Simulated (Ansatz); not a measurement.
## A strain series on CdS (rocksalt): uniaxial along z, other directions held

Rocksalt CdS, relaxed with r2SCAN in Ansatz, then strained (uniaxial along z, other directions held; changes of length per length, axes as in the cell below) with the atoms relaxed again within the symmetry that is left. Space group Fm-3m (No. 225), cubic; conventional cell a = 5.454 Å, 20.27 Å³ an atom. Cd is surrounded by 6 S at 2.73 Å; S is surrounded by 6 Cd at 2.73 Å. These are computed values for a spin-unpolarised cell that may be hypothetical; none is a measurement.

```
CELL_PARAMETERS angstrom
0.00000 2.72678 2.72678
2.72678 0.00000 2.72678
2.72678 2.72678 0.00000
ATOMIC_POSITIONS crystal
Cd 0.00000 0.00000 0.00000
S 0.50000 0.50000 0.50000
```

Gaps are the least over each mesh (r2SCAN 8×8×8, HSE06 6×6×6 when unstrained) and the special points, which keep their unstrained names; stress is the change from the unstrained cell, compression positive.

| strain (%) | gap, r2SCAN (eV) | gap, HSE06 (eV) | edges, HSE06 | stress along the strain, r2SCAN (GPa) | energy rise, r2SCAN (meV/atom) |
| --- | --- | --- | --- | --- | --- |
| -3.11 | 0.557 | 1.048 | L → X | +5.16 | 9.5 |
| -1.62 | 0.652 | 1.142 | L → X | +2.45 | 2.4 |
| -0.31 | 0.734 | 1.224 | L → X | +0.43 | 0.1 |
| 0.0 | 0.753 | 1.243 | L → X | 0.00 | 0.0 |
| +3.0 | 0.625 | 1.097 | Γ–K (0.56) → X | -3.41 | 6.9 |

Q: Estimate the row for a strain of -3.0 %.

A:

| strain (%) | gap, r2SCAN (eV) | gap, HSE06 (eV) | edges, HSE06 | stress along the strain, r2SCAN (GPa) | energy rise, r2SCAN (meV/atom) |
| --- | --- | --- | --- | --- | --- |
| -3.0 | 0.564 | 1.055 | L → X | +4.95 | 8.8 |

Between zero and the nearest strains the slope of the HSE06 gap against strain is +0.062 eV per percent for negative and -0.049 for positive strain; it falls either way, as happens when edge states split or other valleys take over.

Spin-orbit coupling is left out.

Where an edge lies off the special points, it is a point of the mesh or the k point where a search put PBE's edge or least direct gap, reused for the other functionals, whose own edges may lie a little apart.

The meshes of the hybrids are coarse, so their gaps aren't converged to the digits shown.
